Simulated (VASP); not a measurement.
Input of a VASP 6.6.1 run:

File INCAR:

```
SYSTEM = Os
PREC     = Accurate       ! precision mode
ENCUT    = 520            ! plane-wave cutoff, eV
EDIFF    = 1E-6           ! SCF threshold, eV
ISMEAR   = 0              ! smearing method
SIGMA    = 0.1            ! smearing width, eV
LREAL    = .FALSE.        ! projectors in reciprocal space
LASPH    = .TRUE.         ! aspherical terms in the spheres
NELM     = 100            ! most SCF steps
ALGO     = Fast           ! electronic algorithm
ISIF     = 2              ! what is computed and relaxed
LWAVE    = .FALSE.        ! write WAVECAR
LCHARG   = .FALSE.        ! write CHGCAR
GGA      = PS             ! functional
NBANDS   = 10             ! bands
ISYM     = 0
```

File KPOINTS:

```
regular mesh
0
G
  12 12 16
  0 0 0
```

File POSCAR:

```
Os
1.0
    2.8007047337     -0.0000001114      0.0010395944
   -1.4003524633      2.4254816150      0.0000000000
    1.4011363365      0.8089464411      2.1743426966
Os
1
Direct
    0.0000000000      0.0000000000      0.0000000000
```

Potentials or basis: VASP PAW PBE potentials, release 64 (Os).

Command:

```console
$ cat potpaw_PBE.64/Os/POTCAR > POTCAR
$ mpirun -np 1 vasp_std > vasp.out
```

Q: Estimate the band gap on the k mesh.

A: None (metal or under the smearing width).

Q: Predict the pressure.

A: -20.1 GPa.

Stress tensor (GPa, compression positive):
```
-30.25  -0.25  -0.02
 -0.25 -29.96  -0.01
 -0.02  -0.01  -0.11
```

Caveat: so large a pressure means that the cell lies far from this level's equilibrium, or that cutoff or potentials fall short; the potentials were made for another functional, which shifts forces and pressure. The run has no spin-orbit coupling, so splittings on Os are missing.
